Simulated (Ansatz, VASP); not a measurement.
**Two plane-wave programs on CdS**

Contents of INCAR:

```
PREC = Accurate
ENCUT = 520
EDIFF = 1E-7
ISMEAR = 0
SIGMA = 0.05
LREAL = False
LASPH = True
NELM = 80
ALGO = Normal
ISIF = 2
LWAVE = False
LCHARG = True
GGA = PE
LELF = True
LVHAR = True
NBANDS = 16
```

File KPOINTS:

```
regular mesh
0
Gamma
  8 8 8
```

POSCAR

```
CdS
1.0
    0.0000000000      2.9100000000      2.9100000000
    2.9100000000      0.0000000000      2.9100000000
    2.9100000000      2.9100000000      0.0000000000
Cd S
1 1
Direct
    0.0000000000      0.0000000000      0.0000000000
    0.7226633976      0.7500000000      0.7500000000
```

Input for Ansatz:

```yaml
crystal:
  lattice:
    - [0.0, 2.91, 2.91]
    - [2.91, 0.0, 2.91]
    - [2.91, 2.91, 0.0]
  atoms:
    - { symbol: Cd, position: [0.0, 0.0, 0.0] }
    - { symbol: S, position: [0.7226633976, 0.75, 0.75] }
basis:
  ecutwfc: 420
kpoints:
  mp_grid: { grid: [8, 8, 8] }
hamiltonian:
  xc: pbe
scf:
  occupations: { method: gaussian, width: 0.05 }
output:
  forces: true
  stress: true
  eigenvalues: true
```

Change from the starting cell: all S atoms moved +0.113 Å, as atom 2 towards its neighbour atom 2 (S) at 4.115 Å.

Alike in both runs: task single point; functional PBE; k mesh 8 × 8 × 8; occupations gaussian, width 0.05 eV; no spin polarisation.

|  | VASP | Ansatz |
| --- | --- | --- |
| version | VASP 6.6.1 | Ansatz 0.2.0 |
| potentials or method | VASP PAW PBE potentials, release 64 (Cd, S) | scalar-relativistic, plane waves, PAW |
| plane-wave cutoff (eV) | 520 | 420 |
| valence electrons in the cell | 18 | 26 |

|  | VASP | Ansatz | Ansatz less VASP |
| --- | --- | --- | --- |
| gap on the k mesh at the Fermi level (eV) | 1.16 | 1.16 | -0.006 |
| least direct gap on the mesh (eV) | 1.16 | 1.16 | -0.006 |
| pressure (GPa) | 4.0 | 3.6 | -0.38 |
| largest component of the traceless stress (GPa) | 1.97 | 1.90 | -0.072 |
| rms of the force components (eV/Å) | 0.364 | 0.355 | -0.0097 |

Atom by atom the forces differ by 0.010 eV/Å (rms over components). The two sets of potentials don't hold the same shells in valence.
